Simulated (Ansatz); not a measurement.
A series in volume scale on TiO2

Free energy against uniform scaling of the volume at fixed shape and fractions; periodic cell, basis, potentials, k mesh and filling as listed. The results are calculated, by Ansatz 0.2.0.

The cell before it is scaled or strained (space group I4_1/amd, No. 141):
```
TiO2
1.0
     -1.8921     1.8921     4.7573
      1.8921    -1.8921     4.7573
      1.8921     1.8921    -4.7573
Ti O
2 4
Direct
  0.00000 0.00000 0.00000
  0.75000 0.25000 0.50000
  0.20810 0.20810 0.00000
  0.95810 0.45810 0.50000
  0.54190 0.04190 0.50000
  0.79190 0.79190 0.00000
```

Settings of every row: functional PBEsol; dispersion none; potentials PAW; wave cutoff 462.59 eV; density cutoff 1850.4 eV; k mesh 8x8x8; k shift 0x0x0; occupations fixed; smearing width 0 eV; spin none.

```
row  volume scale  V (Å³/atom)  pressure (GPa)  energy above lowest point (meV/atom)
  1          0.92       10.446           20.61                                  51.2
  2        0.9467       10.749           12.36                                  20.2
  3        0.9733       11.051            5.19                                   3.8
  4             1       11.354               ?                                     ?
  5        1.0267       11.657           -6.45                                   7.2
  6        1.0533       11.959          -11.15                                  23.9
  7          1.08       12.263          -15.22                                  48.9
```

Question: what pressure should row 4 give?

Worked fit of pressure. Take u = (V_r/V)^(2/3) − 1 with V_r = 11.354 Å³ an atom, which is twice the finite (Eulerian) strain; such expansions in the strain, on which the Birch-Murnaghan equation of state is built, carry the rest volume and the bulk modulus. The shown rows have u = 0.05714, 0.03718, 0.0182, -0.0174, -0.03402, -0.05005. Least squares give pressure = −1.043 + 326.58 × u + 889.1 × u² + 487 × u³ GPa; a parabola predicts inner rows, each left out in turn, worse (root mean square 0.031 against 0.017 GPa). The rows lie off it by 0.00, 0.01, -0.01, 0.01, -0.01, 0.00. The pressure vanishes at u = 0.0032, or V = 11.3 Å³ an atom, and there the bulk modulus at fixed shape and fractions is B = −V dP/dV = (2/3)(1 + u) dP/du = 222 GPa. Letting shape and atoms relax would as a rule lower it, by much in layered, chain or molecular crystals. The withheld row has u = 0, so the fit gives −1.043 + 326.58 × (0) + 889.1 × (0)² + 487 × (0)³ = -1.04 GPa.

The calculation gave -1.04 GPa. The fit meets it to the printed digit.

The other values of row 4: energy above lowest point 0 meV/atom.
